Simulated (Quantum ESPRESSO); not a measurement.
# H on fcc sites of Ti(0001): a series in the coverage, part 4 of 9

What law, if any, do the results for H on fcc sites of Ti(0001) follow against the coverage?

Quantum ESPRESSO 7.5; plane-wave DFT, PBE, GBRV ultrasoft pseudopotentials.

So far. Step 4 (Relaxation with pw.x of the reference): The relaxation lowers the energy by 1 meV an atom. Step 5 (Relaxation with pw.x, 0 ML): The relaxation lowers the energy by 12 meV an atom. On the free atoms the largest force ends at 0.001 eV/Å.

## 6. Self-consistent run, 0 ML

A run under open boundaries on these atoms gives the vacuum levels.

Contents of m0.esm.in:

```
&control
  prefix = 'm0.esm'
  outdir = './out'
  pseudo_dir = './pseudo'
  calculation = 'scf'
  tprnfor = .true.
/
&system
  ibrav = 0
  nat = 3
  ntyp = 1
  ecutwfc = 40
  ecutrho = 200
  occupations = 'smearing'
  smearing = 'mv'
  degauss = 0.02
  assume_isolated = 'esm'
  esm_bc = 'bc1'
/
&electrons
  conv_thr = 1e-07
  mixing_beta = 0.25
  electron_maxstep = 160
  mixing_mode = 'local-TF'
  mixing_ndim = 12
/
ATOMIC_SPECIES
  Ti  47.8670  ti_pbe_v1.4.uspp.F.UPF
CELL_PARAMETERS angstrom
  2.93930890900000 0.00000000000000 0.00000000000000
  1.46965445450000 2.54551618476392 0.00000000000000
  0.00000000000000 0.00000000000000 18.52617388046125
ATOMIC_POSITIONS crystal
  Ti  0.000000000000 0.000000000000 -0.120363087800
  Ti  0.666666666700 0.666666666700 0.000000000000
  Ti  0.000000000000 0.000000000000 0.120363087800
K_POINTS automatic
  9 9 1 0 0 0
```

The run is started by

```bash
> OMP_NUM_THREADS=1 mpirun -n 16 pw.x -nk 4 -in m0.esm.in > m0.esm.out
```

Log:

```text
[banner, memory and clock lines left out]
Program PWSCF v.7.5 starts
[citation notice left out]

[...]
Message from routine setup:
[...]
bravais-lattice index     =            0
     lattice parameter (alat)  =       5.5545  a.u.
     unit-cell volume          =     935.4131 (a.u.)^3
     number of atoms/cell      =            3
     number of atomic types    =            1
     number of electrons       =        36.00
     number of Kohn-Sham states=           22
     kinetic-energy cutoff     =      40.0000  Ry
     charge density cutoff     =     200.0000  Ry
     scf convergence threshold =      1.0E-07
     mixing beta               =       0.2500
     number of iterations used =           12  local-TF  mixing
     Exchange-correlation=  SLA  PW   PBX  PBC
                           (   1   4   3   4   0   0   0)

     Effective Screening Medium Method
     Boundary Conditions: Vacuum-Slab-Vacuum
     total charge in unit cell        =   0.0000
     grid points for fit at edges     =        4

[...]
PseudoPot. # 1 for Ti read from file:
     ./pseudo/ti_pbe_v1.4.uspp.F.UPF
     Pseudo is Ultrasoft + core correction, Zval = 12.0
     Generated by new atomic code, or converted to UPF format
     Using radial grid of  851 points,  6 beta functions with:
                l(1) =   0
                l(2) =   0
                l(3) =   1
                l(4) =   1
                l(5) =   2
                l(6) =   2
     Q(r) pseudized with  6 coefficients,  rinner =    1.000   1.000   1.000
                                                       1.000   1.000

     atomic species   valence    mass     pseudopotential
     Ti               12.00    47.86700     Ti( 1.00)

     12 Sym. Ops. (no inversion) found

[...]
number of k points=    12  Marzari-Vanderbilt smearing, width (Ry)=  0.0200
[...]
Dense  grid:    44773 G-vectors     FFT dimensions: (  25,  25, 160)

     Smooth grid:    32025 G-vectors     FFT dimensions: (  24,  24, 144)

     Check: negative core charge=   -0.000004

     Initial potential from superposition of free atoms

     starting charge      32.9999, renormalised to      36.0000

     negative rho (up, down):  8.730E-03 0.000E+00
     Starting wfcs are   30 randomized atomic wfcs

     per-process dynamical memory:    13.9 Mb

     Self-consistent Calculation

     iteration #  1     ecut=    40.00 Ry     beta= 0.25
     Davidson diagonalization with overlap
     ethr =  1.00E-02,  avg # of iterations =  6.9

     negative rho (up, down):  8.192E-03 0.000E+00

     total energy              =    -357.80474683 Ry
     estimated scf accuracy    <       1.39552487 Ry

     iteration #  2     ecut=    40.00 Ry     beta= 0.25
[...]
negative rho (up, down):  6.715E-03 0.000E+00

[...]
total energy              =    -357.09596191 Ry
     estimated scf accuracy    <       1.03763588 Ry

     iteration #  3     ecut=    40.00 Ry     beta= 0.25
[...]
negative rho (up, down):  7.487E-03 0.000E+00

[...]
total energy              =    -357.32043006 Ry
     estimated scf accuracy    <       0.78993305 Ry

     iteration #  4     ecut=    40.00 Ry     beta= 0.25
[...]
c_bands:  1 eigenvalues not converged
[...]
negative rho (up, down):  7.002E-03 0.000E+00

[...]
total energy              =    -357.56293661 Ry
     estimated scf accuracy    <       0.63606492 Ry

     iteration #  5     ecut=    40.00 Ry     beta= 0.25
[...]
negative rho (up, down):  6.883E-03 0.000E+00

[...]
total energy              =    -357.57290017 Ry
     estimated scf accuracy    <       0.22468177 Ry

     iteration #  6     ecut=    40.00 Ry     beta= 0.25
[...]
negative rho (up, down):  7.259E-03 0.000E+00

[...]
total energy              =    -357.59519128 Ry
     estimated scf accuracy    <       0.09481019 Ry

[...]
iteration # 38     ecut=    40.00 Ry     beta= 0.25
[...]
negative rho (up, down):  5.241E-03 0.000E+00

[...]
total energy              =    -357.61478881 Ry
     estimated scf accuracy    <       0.00000064 Ry

     iteration # 39     ecut=    40.00 Ry     beta= 0.25
[...]
negative rho (up, down):  5.239E-03 0.000E+00

[...]
total energy              =    -357.61479010 Ry
     estimated scf accuracy    <       0.00000036 Ry

     iteration # 40     ecut=    40.00 Ry     beta= 0.25
[...]
negative rho (up, down):  5.239E-03 0.000E+00

[...]
total energy              =    -357.61479020 Ry
     estimated scf accuracy    <       0.00000020 Ry

     iteration # 41     ecut=    40.00 Ry     beta= 0.25
[...]
negative rho (up, down):  5.239E-03 0.000E+00

[...]
End of self-consistent calculation

          k = 0.0000 0.0000 0.0000 (  4043 PWs)   bands (ev):

   -61.2811 -61.2677 -60.9516 -37.7818 -37.6120 -37.2452 -37.2452 -37.2363
   -37.2363 -37.0718 -36.9629 -36.9629  -9.9837  -8.5818  -7.3385  -4.5509
    -4.4853  -3.7296  -3.7290  -3.6953  -3.6938  -3.5396

          k = 0.0000 0.1283 0.0000 (  4027 PWs)   bands (ev):

   -61.2715 -61.2594 -60.9446 -37.7622 -37.6112 -37.3038 -37.2996 -37.2596
   -37.2490 -37.0632 -37.0115 -36.9738  -9.6478  -8.2612  -7.0424  -4.6688
    -4.4389  -4.1292  -3.9874  -3.7115  -3.5650  -3.5039

[...]
the Fermi energy is    -4.4232 ev

!    total energy              =    -357.61479051 Ry
     estimated scf accuracy    <       0.00000004 Ry
     smearing contrib. (-TS)   =      -0.00257447 Ry
     internal energy E=F+TS    =    -357.61221604 Ry

     The total energy is F=E-TS. E is the sum of the following terms:
     one-electron contribution =    2356.83592212 Ry
     hartree contribution      =   -1189.95823051 Ry
     xc contribution           =     -54.01267433 Ry
     ewald contribution        =   -1470.47723333 Ry

     convergence has been achieved in  41 iterations

     negative rho (up, down):  5.239E-03 0.000E+00

     Forces acting on atoms (cartesian axes, Ry/au):

     atom    1 type  1   force =     0.00000000    0.00000000    0.00009130
     atom    2 type  1   force =     0.00000000    0.00000000    0.00000000
     atom    3 type  1   force =     0.00000000    0.00000000   -0.00009130

     Total force =     0.000129     Total SCF correction =     0.000507
     SCF correction compared to forces is large: reduce conv_thr to get better values

[...]
```

Run time: 9.5 s. Hardware: 16 MPI ranks of Arm Neoverse V2, shared host; peak memory 0.89 GiB; 2.5 min of CPU time.

Read from the output:

* free energy: -4865.5971 eV
* Fermi energy: -4.423 eV
* vacuum line at the lower end of the cell, over the Fermi level: 4.423 eV
* vacuum line at the upper end of the cell, over the Fermi level: 4.423 eV

Electrostatic potential energy of an electron; zero at the Fermi level. The potential energy, planar mean by z:

```
z (Å)  potential energy, planar mean (eV)
   -9                                4.42
   -8                                4.42
   -7                                4.42
   -6                                4.41
   -5                                4.29
   -4                                3.30
   -3                               -3.99
   -2                               -17.0
   -1                               -1.22
    0                               -19.5
    1                               -1.22
    2                               -17.0
    3                               -3.99
    4                                3.30
    5                                4.29
    6                                4.41
    7                                4.42
    8                                4.42
    9                                4.42
```

The vacuum levels are read from the outermost 0.7 Å of the cell on either side.

Inside the slab this potential holds the local part of the pseudopotentials, which can be repulsive at the nuclei; only its value in the vacuum has a meaning of its own.

[end of part 4 of 9]

[Logs are printed without paths, hosts, clocks, repeated set-up lines and the standing remarks that a program may print on its own settings, such as how far it seeks lower states.]

[Hosts, paths, dates, database ids (printed as entryN), source tags and the programs' standing remarks are cut or masked in the printed files.]

[Maps of the electrostatic potential energy from Ansatz leave out the sawtooth potential of an applied field or a dipole correction, so their vacuum need not be flat; planar profiles and work functions include it.]
